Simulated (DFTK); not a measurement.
## Co in DFTK: the effect of functional

Crystal: Co.

```
Co
1.0
     2.47200    0.00000    0.00000
    -1.23600    2.14081    0.00000
     0.00000    0.00000    4.02114
Co
2
Direct
  0.66667 0.33333 0.75000
  0.33333 0.66667 0.25000
```

Alike in all runs:

```yaml
Program: DFTK 0.8.2
Task: single point
Potentials_or_basis: SG15 1.2 (PBE)
Cutoff: 1225 eV
k_mesh: 9 × 9 × 5
Occupations: fermi-dirac, width 0.05 eV
Spin: collinear spin, ferromagnetic start
Starting_moments: "[2.0, 2.0] μB"
```

| functional | pressure (GPa) | moment (μB) |
| --- | --- | --- |
| LDA | -19.0 | 3.05 |
| PBEsol | ? | ? |
| r2SCAN | 0.9 | 3.58 |

What does the run with functional PBEsol give?

Pressure -6.8 GPa; moment 3.08 μB.

Caveats: the potentials were made for another functional, which shifts forces and pressure.
